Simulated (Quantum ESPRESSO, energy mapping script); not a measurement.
# MnS (Browneite): J from the energies of magnetic orders, part 2 of 2

How strongly do the moments of MnS (Browneite) couple under PBE+U (2 eV), QE, GBRV? The plan is to run several orders and fit a Heisenberg model.

PBE with U = 2 eV on Mn d, ortho-atomic projectors; plane waves, U on orthogonalised atomic orbitals unless named otherwise, collinear spin, no spin–orbit coupling.

So far. Step 3 (Run 1 (parallel; cell A, 4 atoms)): The run ends ferromagnetic.

## 4. Order 2: compensated +−, cell A of 4 atoms

Level of this step: PBE with U = 2 eV on Mn d, ortho-atomic projectors, GBRV potentials (Quantum ESPRESSO).

This order reverses 8 of the 12 neighbours at 3.96 Å and 0 of the 6 neighbours at 5.60 Å, counted for an average magnetic atom.

The input, pw.in:

```
&control
  calculation = 'scf'
  prefix = 'pw'
  outdir = './tmp/'
  pseudo_dir = './pseudo/'
  verbosity = 'low'
/
&system
  ibrav = 0
  nat = 4
  ntyp = 3
  ecutwfc = 45
  ecutrho = 360
  nbnd = 33
  occupations = 'smearing'
  smearing = 'fd'
  degauss = 0.00367493
  nspin = 2
  starting_magnetization(1) = 0.3000
  starting_magnetization(2) = -0.3000
/
&electrons
  conv_thr = 1.0e-08
  electron_maxstep = 120
  mixing_beta = 0.3
  mixing_mode = 'plain'
/
ATOMIC_SPECIES
  Mn1 54.9380 Mn.upf
  Mn2 54.9380 Mn.upf
  S 32.0600 S.upf
CELL_PARAMETERS angstrom
  0.00000000 -2.80000000 -2.80000000
  0.00000000 2.80000000 -2.80000000
  5.60000000 0.00000000 0.00000000
ATOMIC_POSITIONS crystal
  Mn1 0.50000000 0.50000000 0.50000000
  Mn2 0.00000000 0.00000000 0.00000000
  S 0.00000000 0.50000000 0.75000000
  S 0.50000000 0.00000000 0.25000000
K_POINTS automatic
  5 5 4 0 0 0
HUBBARD {ortho-atomic}
U Mn1-3d 2
U Mn2-3d 2
```

Run with:

```console
$ OMP_NUM_THREADS=1 mpirun -n 4 pw.x -nk 4 -in pw.in > pw.out
```

The log of the run:

```text
[banner, memory and clock lines left out]
Program PWSCF v.7.5 starts
[...]
unit-cell volume          =     592.5578 (a.u.)^3
     number of atoms/cell      =            4
[...]
number of electrons       =        42.00
     number of Kohn-Sham states=           33
     kinetic-energy cutoff     =      45.0000  Ry
     charge density cutoff     =     360.0000  Ry
     scf convergence threshold =      1.0E-08
[...]
Exchange-correlation=  SLA  PW   PBX  PBC
[...]
Hubbard projectors: ortho-atomic
     Hubbard parameters of DFT+U (Dudarev formulation) in eV:
[...]
atomic species   magnetization
[...]
8 Sym. Ops. (no inversion) found
[...]
number of k points=    18  Fermi-Dirac smearing, width (Ry)=  0.0037
[...]
Number of occupied Hubbard levels =   10.0000
     Atomic wfc used for Hubbard projectors are orthogonalized
[...]
iteration #  1     ecut=    45.00 Ry     beta= 0.30
[...]
Number of occupied Hubbard levels =    9.9079
     total energy              =    -470.45597362 Ry
     estimated scf accuracy    <       1.20541528 Ry
     total magnetization       =    -0.00 Bohr mag/cell
     absolute magnetization    =     9.25 Bohr mag/cell
     iteration #  2     ecut=    45.00 Ry     beta= 0.30
[...]
total energy              =    -470.70959965 Ry
     estimated scf accuracy    <       0.03837168 Ry
     total magnetization       =     0.00 Bohr mag/cell
     absolute magnetization    =     9.33 Bohr mag/cell
     iteration #  3     ecut=    45.00 Ry     beta= 0.30
[...]
total energy              =    -470.72369683 Ry
     estimated scf accuracy    <       0.02159967 Ry
     total magnetization       =     0.00 Bohr mag/cell
     absolute magnetization    =     9.34 Bohr mag/cell
[...]
total energy              =    -470.72699441 Ry
[...]
iteration # 12     ecut=    45.00 Ry     beta= 0.30
[...]
total energy              =    -470.72699443 Ry
     estimated scf accuracy    <       0.00000002 Ry
     total magnetization       =     0.00 Bohr mag/cell
     absolute magnetization    =     9.42 Bohr mag/cell
     iteration # 13     ecut=    45.00 Ry     beta= 0.30
[...]
Magnetic moment per site  (integrated on atomic sphere of radius R)
     atom   1 (R=0.253)  charge= 12.9301  magn=  4.1781
     atom   2 (R=0.253)  charge= 12.9307  magn= -4.1784
     atom   3 (R=0.253)  charge=  4.2266  magn= -0.0000
[...]
eigenvectors (columns):
[...]
occupation matrix ns (before diag.):
[...]
------------------------ ATOM    2 ------------------------
     Tr[ns(  2)] (up, down, total) =   0.40165  4.92335  5.32501
     Atomic magnetic moment for atom   2 =  -4.52170
     SPIN  1
     eigenvalues:
[...]
eigenvectors (columns):
[...]
occupation matrix ns (before diag.):
[...]
SPIN  2
     eigenvalues:
[...]
eigenvectors (columns):
[...]
occupation matrix ns (before diag.):
[...]
-0.000  0.000  0.000  0.993 -0.000
       0.000  0.000  0.000 -0.000  0.980
     Number of occupied Hubbard levels =   10.6500
 ------ SPIN UP ------------
          k = 0.0000 0.0000 0.0000 (  2983 PWs)   bands (ev):
   -74.7226 -69.8067 -43.4671 -43.4494 -43.4494 -38.6515 -38.6515 -38.6447
    -6.2729  -5.4049   1.7309   2.2647   2.2647   2.4360   3.3174   3.7445
     4.0603   4.0603   5.6702   6.1614   6.1614   8.7182   9.1456   9.3673
[...]
16.8853
          k = 0.1768 0.0000 0.0000 (  3015 PWs)   bands (ev):
[...]
16.0904
          k =-0.3536 0.0000-0.0000 (  2982 PWs)   bands (ev):
[...]
15.8081
          k = 0.0000 0.1414-0.1414 (  2996 PWs)   bands (ev):
[...]
k = 0.1768 0.1414-0.1414 (  3014 PWs)   bands (ev):
[...]
k =-0.3536 0.1414-0.1414 (  3008 PWs)   bands (ev):
[...]
k = 0.0000 0.2828-0.2828 (  3028 PWs)   bands (ev):
[...]
k =-0.3536 0.2828-0.2828 (  3004 PWs)   bands (ev):
[...]
------ SPIN DOWN ----------
          k = 0.0000 0.0000 0.0000 (  2983 PWs)   bands (ev):
[...]
k = 0.1768 0.0000 0.0000 (  3015 PWs)   bands (ev):
[...]
k =-0.3536 0.1414-0.4243 (  3016 PWs)   bands (ev):
[...]
k = 0.0000 0.0000-0.5657 (  3048 PWs)   bands (ev):
[...]
k = 0.1768 0.0000-0.5657 (  3029 PWs)   bands (ev):
[...]
16.4254
          k =-0.3536 0.0000-0.5657 (  3028 PWs)   bands (ev):
[...]
3.3202   3.9981   4.3780   4.7589   4.9667   8.8238   8.8642   9.4125
     9.4632   9.7631  12.7457  12.8793  12.9693  13.9320  14.1257  14.6925
    15.8776
     the Fermi energy is     7.4372 ev
!    total energy              =    -470.72699445 Ry
     estimated scf accuracy    <          1.8E-10 Ry
     smearing contrib. (-TS)   =      -0.00000000 Ry
     internal energy E=F+TS    =    -470.72699445 Ry
     The total energy is F=E-TS. E is the sum of the following terms:
     one-electron contribution =    -315.86024993 Ry
     hartree contribution      =     168.87491734 Ry
     xc contribution           =     -70.36857686 Ry
     ewald contribution        =    -253.43760863 Ry
     Hubbard energy            =       0.06452362 Ry
     total magnetization       =     0.00 Bohr mag/cell
     absolute magnetization    =     9.42 Bohr mag/cell
     convergence has been achieved in  13 iterations
```

The job ended after 25 s (4 MPI ranks of Arm Neoverse V1, shared host; peak memory 0.62 GiB).

Spin moment in the sphere by atom:

```csv
atom,spin moment in the sphere (μB)
Mn1,4.18
Mn2,-4.18
S3,0.00
S4,0.00
```

The run ends antiferromagnetic, 171.34 meV a magnetic atom below the parallel order of its cell.

## 5. Order 3: parallel, cell B of 4 atoms

A new cell needs its own zero of energy.

This run holds the same structure in another cell (c 5.600 → 6.859 Å, α 90.0 → 73.2°, β 90.0 → 73.2°, γ 90.0 → 60.0°).

The input, pw.in:

```
&control
  calculation = 'scf'
  prefix = 'pw'
  outdir = './tmp/'
  pseudo_dir = './pseudo/'
  verbosity = 'low'
/
&system
  ibrav = 0
  nat = 4
  ntyp = 2
  ecutwfc = 45
  ecutrho = 360
  nbnd = 38
  occupations = 'smearing'
  smearing = 'fd'
  degauss = 0.00367493
  nspin = 2
  starting_magnetization(1) = 0.3000
/
&electrons
  conv_thr = 1.0e-08
  electron_maxstep = 120
  mixing_beta = 0.3
  mixing_mode = 'plain'
/
ATOMIC_SPECIES
  Mn 54.9380 Mn.upf
  S 32.0600 S.upf
CELL_PARAMETERS angstrom
  0.00000000 -2.80000000 -2.80000000
  -2.80000000 0.00000000 -2.80000000
  2.80000000 2.80000000 -5.60000000
ATOMIC_POSITIONS crystal
  Mn 0.50000000 0.50000000 0.50000000
  Mn 0.00000000 0.00000000 0.00000000
  S 0.12500000 0.12500000 0.62500000
  S 0.62500000 0.62500000 0.12500000
K_POINTS automatic
  6 6 6 0 0 0
HUBBARD {ortho-atomic}
U Mn-3d 2
```

The log of the run:

```text
[banner, memory and clock lines left out]
Program PWSCF v.7.5 starts
[...]
unit-cell volume          =     592.5578 (a.u.)^3
     number of atoms/cell      =            4
[...]
number of electrons       =        42.00
     number of Kohn-Sham states=           38
     kinetic-energy cutoff     =      45.0000  Ry
     charge density cutoff     =     360.0000  Ry
[...]
The total energy is F=E-TS. E is the sum of the following terms:
     one-electron contribution =    -315.72321104 Ry
     hartree contribution      =     168.83369562 Ry
     xc contribution           =     -70.42640050 Ry
     ewald contribution        =    -253.43760863 Ry
     Hubbard energy            =       0.05157141 Ry
     total magnetization       =    10.00 Bohr mag/cell
     absolute magnetization    =    10.00 Bohr mag/cell
     convergence has been achieved in  10 iterations
[key lines of the parts left out:]
!    total energy              =    -470.70195685 Ry
the Fermi energy is     7.6658 ev
```

Elapsed: 37 s, on 4 MPI ranks; peak memory 0.66 GiB.

The run ends ferromagnetic. For each magnetic atom its energy differs from the parallel run of the first cell by -1.00 meV, an error that one common reference would have brought in.

## 6. Compensated +− start in cell B (4 atoms)

This order reverses 6 of the 12 neighbours at 3.96 Å and 6 of the 6 neighbours at 5.60 Å, counted for an average magnetic atom.

pw.in: that of step 5 with these lines changed.

```diff
@@ -10,6 +10,6 @@
   nat = 4
-  ntyp = 2
+  ntyp = 3
   ecutwfc = 45
   ecutrho = 360
-  nbnd = 38
+  nbnd = 33
   occupations = 'smearing'
@@ -19,2 +19,3 @@
   starting_magnetization(1) = 0.3000
+  starting_magnetization(2) = -0.3000
 /
@@ -27,3 +28,4 @@
 ATOMIC_SPECIES
-  Mn 54.9380 Mn.upf
+  Mn1 54.9380 Mn.upf
+  Mn2 54.9380 Mn.upf
   S 32.0600 S.upf
@@ -34,4 +36,4 @@
 ATOMIC_POSITIONS crystal
-  Mn 0.50000000 0.50000000 0.50000000
-  Mn 0.00000000 0.00000000 0.00000000
+  Mn1 0.50000000 0.50000000 0.50000000
+  Mn2 0.00000000 0.00000000 0.00000000
   S 0.12500000 0.12500000 0.62500000
@@ -41,2 +43,3 @@
 HUBBARD {ortho-atomic}
-U Mn-3d 2
+U Mn1-3d 2
+U Mn2-3d 2
```

The log of the run:

```text
[banner, memory and clock lines left out]
Program PWSCF v.7.5 starts
[...]
unit-cell volume          =     592.5578 (a.u.)^3
     number of atoms/cell      =            4
[...]
number of electrons       =        42.00
     number of Kohn-Sham states=           33
     kinetic-energy cutoff     =      45.0000  Ry
     charge density cutoff     =     360.0000  Ry
[...]
The total energy is F=E-TS. E is the sum of the following terms:
     one-electron contribution =    -315.82733361 Ry
     hartree contribution      =     168.86251669 Ry
     xc contribution           =     -70.38065917 Ry
     ewald contribution        =    -253.43760863 Ry
     Hubbard energy            =       0.06169306 Ry
     total magnetization       =     0.00 Bohr mag/cell
     absolute magnetization    =     9.52 Bohr mag/cell
     convergence has been achieved in  11 iterations
[key lines of the parts left out:]
!    total energy              =    -470.72139166 Ry
the Fermi energy is     7.6056 ev
```

The job ended after 35 s (4 MPI ranks; peak memory 0.7 GiB; 2.4 min of CPU time).

The run ends antiferromagnetic, 132.22 meV a magnetic atom below the parallel order of its cell.

## 7. Run 5 (parallel; cell C, 6 atoms)

The parallel order again, as the reference for this cell.

The input, pw.in:

```
&control
  calculation = 'scf'
  prefix = 'pw'
  outdir = './tmp/'
  pseudo_dir = './pseudo/'
  verbosity = 'low'
/
&system
  ibrav = 0
  nat = 6
  ntyp = 2
  ecutwfc = 45
  ecutrho = 360
  nbnd = 54
  occupations = 'smearing'
  smearing = 'fd'
  degauss = 0.00367493
  nspin = 2
  starting_magnetization(1) = 0.3000
/
&electrons
  conv_thr = 1.5e-08
  electron_maxstep = 120
  mixing_beta = 0.3
  mixing_mode = 'plain'
/
ATOMIC_SPECIES
  Mn 54.9380 Mn.upf
  S 32.0600 S.upf
CELL_PARAMETERS angstrom
  0.00000000 -2.80000000 -2.80000000
  -5.60000000 0.00000000 0.00000000
  2.80000000 5.60000000 -2.80000000
ATOMIC_POSITIONS crystal
  Mn 0.66666667 0.66666667 0.33333333
  Mn 0.33333333 0.33333333 0.66666667
  Mn 0.00000000 0.00000000 0.00000000
  S 0.16666667 0.41666667 0.33333333
  S 0.83333333 0.08333333 0.66666667
  S 0.50000000 0.75000000 0.00000000
K_POINTS automatic
  6 6 6 0 0 0
HUBBARD {ortho-atomic}
U Mn-3d 2
```

The log of the run:

```text
[banner, memory and clock lines left out]
Program PWSCF v.7.5 starts
[...]
unit-cell volume          =     888.8366 (a.u.)^3
     number of atoms/cell      =            6
[...]
number of electrons       =        63.00
     number of Kohn-Sham states=           54
     kinetic-energy cutoff     =      45.0000  Ry
     charge density cutoff     =     360.0000  Ry
[...]
The total energy is F=E-TS. E is the sum of the following terms:
     one-electron contribution =    -473.58206911 Ry
     hartree contribution      =     253.24710760 Ry
     xc contribution           =    -105.63901339 Ry
     ewald contribution        =    -380.15641294 Ry
     Hubbard energy            =       0.07736210 Ry
     total magnetization       =    15.00 Bohr mag/cell
     absolute magnetization    =    15.00 Bohr mag/cell
     convergence has been achieved in  10 iterations
[key lines of the parts left out:]
!    total energy              =    -706.05303046 Ry
the Fermi energy is     7.6587 ev
```

Run time: 2.1 min. Hardware: 4 MPI ranks; peak memory 1.1 GiB.

The run ends ferromagnetic. For each magnetic atom its energy differs from the parallel run of the first cell by -1.43 meV, an error that one common reference would have brought in.

## 8. Uncompensated ++− start in cell C (6 atoms)

This order reverses 6.67 of the 12 neighbours at 3.96 Å and 2.67 of the 6 neighbours at 5.60 Å, counted for an average magnetic atom.

pw.in: that of step 7 with these lines changed.

```diff
@@ -10,6 +10,6 @@
   nat = 6
-  ntyp = 2
+  ntyp = 3
   ecutwfc = 45
   ecutrho = 360
-  nbnd = 54
+  nbnd = 49
   occupations = 'smearing'
@@ -19,2 +19,3 @@
   starting_magnetization(1) = 0.3000
+  starting_magnetization(2) = -0.3000
 /
@@ -27,3 +28,4 @@
 ATOMIC_SPECIES
-  Mn 54.9380 Mn.upf
+  Mn1 54.9380 Mn.upf
+  Mn2 54.9380 Mn.upf
   S 32.0600 S.upf
@@ -34,5 +36,5 @@
 ATOMIC_POSITIONS crystal
-  Mn 0.66666667 0.66666667 0.33333333
-  Mn 0.33333333 0.33333333 0.66666667
-  Mn 0.00000000 0.00000000 0.00000000
+  Mn1 0.66666667 0.66666667 0.33333333
+  Mn1 0.33333333 0.33333333 0.66666667
+  Mn2 0.00000000 0.00000000 0.00000000
   S 0.16666667 0.41666667 0.33333333
@@ -43,2 +45,3 @@
 HUBBARD {ortho-atomic}
-U Mn-3d 2
+U Mn1-3d 2
+U Mn2-3d 2
```

The log of the run:

```text
[banner, memory and clock lines left out]
Program PWSCF v.7.5 starts
[...]
unit-cell volume          =     888.8366 (a.u.)^3
     number of atoms/cell      =            6
[...]
number of electrons       =        63.00
     number of Kohn-Sham states=           49
     kinetic-energy cutoff     =      45.0000  Ry
     charge density cutoff     =     360.0000  Ry
[...]
The total energy is F=E-TS. E is the sum of the following terms:
     one-electron contribution =    -473.76190928 Ry
     hartree contribution      =     253.30188773 Ry
     xc contribution           =    -105.56318800 Ry
     ewald contribution        =    -380.15641294 Ry
     Hubbard energy            =       0.09422960 Ry
     total magnetization       =     5.00 Bohr mag/cell
     absolute magnetization    =    14.21 Bohr mag/cell
     convergence has been achieved in  13 iterations
[key lines of the parts left out:]
!    total energy              =    -706.08539288 Ry
the Fermi energy is     7.4757 ev
```

It took 2.4 min on 4 MPI ranks; peak memory 1 GiB; 9.6 min of CPU time.

The run ends ferrimagnetic, 146.78 meV a magnetic atom below the parallel order of its cell.

## 9. Mapping onto a Heisenberg model

Each energy difference is a sum of couplings weighted by the pairs that the order reverses. A few near shells are fitted to the differences by least squares. Energies are those extrapolated to zero occupation width, not the free energies F.

Energies from the parallel order of the same cell:

```
                      order  atoms  energy (meV a magnetic atom)  moments (μB)  moments kept as typed  opposed neighbours at 3.96, 5.60 Å
         parallel in cell A      4                          0.00          4.29                    yes                                0, 0
   compensated +− in cell A      4                       -171.34          4.18                    yes                                8, 0
         parallel in cell B      4                          0.00          4.29                    yes                                0, 0
   compensated +− in cell B      4                       -132.22          4.20                    yes                                6, 6
         parallel in cell C      6                          0.00          4.29                    yes                                0, 0
uncompensated ++− in cell C      6                       -146.78  4.14 to 4.22                    yes                          6.67, 2.67
```

The Heisenberg fit (each pair counts twice, positive J is ferromagnetic):

| pair | distance (Å) | neighbours | J (meV) |
| --- | --- | --- | --- |
| Mn–Mn | 3.96 | 12 | -10.8 |
| Mn–Mn | 5.60 | 6 | -0.320 |

Adding the shell at 6.86 Å gives -11, -0.31 and 0.22 meV and a mean-field temperature of 354 K, an exact solve that tests nothing.

The script's first fit took in one more shell; these couplings, and the temperatures drawn from them, were computed anew from the same energies.

In mean field these couplings order at 328 K, and give a Curie–Weiss temperature of -1014 K.

## 10. Ordering temperature by Monte Carlo

Mean field ignores fluctuations and overstates the ordering temperature, so the model is also sampled. The heat capacity peaks where order sets in.

Classical unit spins with these couplings on 8×8×6 copies of a cell that holds the lowest order (768 spins), heat-bath sweeps, cooled from random directions, 300 sweeps to settle and 900 measured at each temperature.

| T (K) | order along the lowest pattern | net moment | heat capacity (k_B a spin) |
| --- | --- | --- | --- |
| 39.4 | 0.03 | 0.01 | 1.16 |
| 73.2 | 0.04 | 0.01 | 1.19 |
| 107 | 0.05 | 0.01 | 2.08 |
| 141 | 0.08 | 0.01 | 1.06 |
| 175 | 0.07 | 0.01 | 0.70 |
| 209 | 0.06 | 0.01 | 0.56 |
| 225 | 0.06 | 0.01 | 0.55 |
| 259 | 0.06 | 0.01 | 0.53 |
| 293 | 0.05 | 0.02 | 0.42 |
| 327 | 0.05 | 0.02 | 0.36 |
| 361 | 0.05 | 0.02 | 0.36 |

The smoothed heat capacity peaks at 105 K. The order column follows one pattern alone; equivalent domains or another pattern share the rest.

## 11. Results

```yaml
lowest_order_tried: compensated +− in cell A
largest_fitted_value_mn_mn_at_3p96_a: -10.8 meV
ordering_temperature_mean_field: 328 K
heat_capacity_peak_monte_carlo: 105 K
```

**Reading.** Of the orders tried, MnS (Browneite) prefers the order “compensated +− in cell A” under PBE+U (2 eV), QE, GBRV, with 8 of 12 neighbours at 3.96 Å and 0 of 6 neighbours at 5.60 Å opposed, and the heat capacity of the fitted model peaks near 105 K (Monte Carlo, classical spins). The model's best pattern is not among the orders that were run. The largest fitted coupling is the Mn–Mn pair at 3.96 Å, antiferromagnetic at -11 meV, across a ligand at about 109°. The orders also reverse pairs at 6.86 and 7.92 Å, which are not fitted, so the fitted values hold their part too. With 3 differences for 2 couplings the fit misses by 1.6 meV at most, a small part of the spread. Taking in the shell at 6.86 Å as well gives -11, -0.31 and 0.22 meV and a mean-field temperature of 354 K. The shorter fit, which has an equation to spare, is the one used. In the fitted orders moments change by up to 3.6 % against the parallel run of the same cell, so their size stays put. Monte Carlo puts the peak at 0.32 of the mean-field temperature, low enough to point to frustration or weakly coupled layers or chains. In tests on simple cubic and body-centred models such peaks lay 5 to 6 % under the bulk value. On cooling, the order along the one computed pattern stays at or under 0.08: the model settles in an equivalent domain, a degenerate mixture or another order. The Curie–Weiss temperature is 9.7 times the peak temperature in size, a mark of frustration. The parallel order holds 5 μB a magnetic atom, spin 2.5; the common factor (S+1)/S would raise the classical 105 K to 147 K, a correction that often overshoots.

[Logs and program files are shortened in this print: banners, set-up blocks, solver, clock and traceback lines can be left out without a mark of their own.]

[Logs are printed without paths, hosts, clocks, repeated set-up lines and the standing remarks that a program may print on its own settings, such as how far it seeks lower states.]

[Hosts, paths, dates, database ids (printed as entryN), source tags and the programs' standing remarks are cut or masked in the printed files.]

[Where a cell is said to come from a database of computed structures, the database is the Materials Project.]
